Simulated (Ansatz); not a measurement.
## Which metal conducts best in a thin wire?

Plane-wave DFT in Ansatz, PBEsol, scalar-relativistic PAW potentials, cutoff 420 eV, no spin-orbit coupling; no spin polarisation. Relaxed crystals; Boltzmann transport at 300 K with one relaxation time τ for all states, on bands interpolated from the mesh shown (Fermi–Dirac smearing 0.15 eV in the self-consistent run).

```tsv
metal	k mesh	σ/τ xx, yy, zz (10²⁰ Ω⁻¹ m⁻¹ s⁻¹)	N(E_F) (states eV⁻¹ nm⁻³, both spins)
TiAl₂ (Cmmm)	10×10×10	3.16, 2.21, 1.80	26.4
Ir (Fm-3m)	20×20×20	23.52, 23.52, 23.52	63.1
P (Pm-3m)	20×20×20	30.94, 30.94, 30.94	21.7
Ta (Fm-3m)	20×20×20	12.97, 12.97, 12.97	64.4
Zr₃O (P6_322)	6×6×8	0.78, 0.78, 2.27	50.7
InP₃ (R-3m)	6×6×6	0.97, 0.97, 0.77	8.1
```

Task: Get the Fermi velocity and ρλ of each, along its best-conducting axis, without knowing τ.

Result: The trace of σ/τ is e²N(E_F)⟨v²⟩, which gives the root mean square velocity. With ρ = 1/((σ/τ)τ) and λ = vτ the time drops out: ρλ = v/(σ/τ).
```csv
metal,v (10⁵ m/s),ρλ (10⁻¹⁶ Ω m²)
Ir (Fm-3m),8.36,3.6
Ta (Fm-3m),6.14,4.7
P (Pm-3m),16.34,5.3
Zr₃O (P6_322),2.17,9.6
TiAl₂ (Cmmm),4.11,13.0
InP₃ (R-3m),4.56,47.0
```

ρλ measures the inverse of the Fermi surface's area in k space (1/(ρλ) = e²S_F/(12π³ħ) for an isotropic metal), not the velocity: slow d electrons on a large surface can match fast s electrons. Copper's value in the literature is about 6.7×10⁻¹⁶ Ω m².

Task: How much resistivity do surfaces and grain boundaries add in a square wire 10 nm wide, with diffuse surfaces, grains as wide as the wire and a reflection coefficient of 0.3?

Result: In the common approximations to Fuchs–Sondheimer and Mayadas–Shatzkes, Δρ = ρλ [3(1 − p)/(4d) + 3R/(2D(1 − R))], with specularity p = 0, R = 0.3, and width d and grain size D both 10 nm, so Δρ = ρλ × 1.39×10⁸ m⁻¹: Ir (Fm-3m) 4.9 μΩ cm, Ta (Fm-3m) 6.6 μΩ cm, P (Pm-3m) 7.4 μΩ cm, Zr₃O (P6_322) 13.3 μΩ cm, TiAl₂ (Cmmm) 18.1 μΩ cm, InP₃ (R-3m) 65.5 μΩ cm. The rise is smallest in Ir (Fm-3m). The wire's resistivity is this plus the bulk value, which needs phonon and disorder scattering and wasn't computed, so a small ρλ is needed but not enough: a wire metal must also be stable, stay ordered and resist electromigration and oxidation. One τ for all states gives, as a rule, a lower ρλ than one λ would, by some tens of per cent where velocities vary over the Fermi surface, which flatters d metals against copper, and the values hang on the mesh; the best axis of an anisotropic metal needs oriented grains, and the mean velocity understates λ along it.

Spin-orbit coupling, left out, matters for the members with heavy elements.

Cost: about 96 core-minutes for the runs cited, on Oxide Virtual Turin-like Processor (Zen 5), Intel Xeon 6975P-C (Granite Rapids), Intel Xeon Platinum 8259CL (Skylake/Cascade Lake) and other processors (shared hosts).